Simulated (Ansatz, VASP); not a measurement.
# W: VASP beside Ansatz

The input INCAR:

```
SYSTEM = W
ALGO = Fast
EDIFF = 1E-6
ENCUT = 520
GGA = PS
ISIF = 2
ISMEAR = -1
LASPH = .True.
LCHARG = .False.
LREAL = .False.
LWAVE = .False.
NBANDS = 36
NELM = 80
PREC = Accurate
SIGMA = 0.05
```

Contents of KPOINTS:

```
k-points
0
Gamma
  9 6 6
  0 0 0
```

Contents of POSCAR:

```
W
1.0
    2.7716889397      0.0000000000      0.0000000000
    0.0000000000      4.7981339688      0.0000000000
    0.0000000000      0.0000000000      4.8571504237
W
4
Direct
    0.7931720000      0.9368430000      0.7500000000
    0.2068280000      0.4368430000      0.7500000000
    0.2068280000      0.0631570000      0.2500000000
    0.7931720000      0.5631570000      0.2500000000
```

The input input.yaml:

```yaml
crystal:
  lattice:
    - [2.7716889397, 0.0, 0.0]
    - [0.0, 4.7981339688, 0.0]
    - [0.0, 0.0, 4.8571504237]
  atoms:
    - { symbol: W, position: [0.793172, 0.936843, 0.75] }
    - { symbol: W, position: [0.206828, 0.436843, 0.75] }
    - { symbol: W, position: [0.206828, 0.063157, 0.25] }
    - { symbol: W, position: [0.793172, 0.563157, 0.25] }
kpoints:
  mp_grid: { grid: [9, 6, 6] }
scf:
  occupations: { method: fermi_dirac, width: 0.05 }
hamiltonian:
  xc: pbesol
  pseudopotentials: { kind: all_electron, lapw: { basis_error: 0.001 } }
output:
  forces: true
  stress: true
  eigenvalues: true
```

Change from the starting cell: volume scaled by 0.96.

Alike in both runs: task single point; functional PBEsol; k mesh 9 × 6 × 6; occupations fermi-dirac, width 0.05 eV; no spin polarisation.

|  | VASP | Ansatz |
| --- | --- | --- |
| version | VASP 6.6.1 | Ansatz 0.2.0 |
| potentials or method | VASP PAW PBE potentials, release 64 (W_sv) | all-electron LAPW, scalar-relativistic |
| plane-wave cutoff (eV) | 520 | see its input |

```csv
,VASP,Ansatz,Ansatz less VASP
gap on the k mesh at the Fermi level (eV),none,none,-
pressure (GPa),1.2,0.7,-0.59
largest component of the traceless stress (GPa),1.26,1.23,-0.033
rms of the force components (eV/Å),0.113,0.107,-0.0059
```

Atom by atom the forces differ by 0.007 eV/Å (rms over components). A gap of «none» marks a metal or a gap that the smearing closes. Ansatz ran all-electron here, so the differences hold the error of VASP's frozen core and of both bases.

Caveats: the PAW data sets were made with another functional, which shifts forces and pressure a little (VASP). Spin-orbit coupling is left out, which matters for the levels of W.
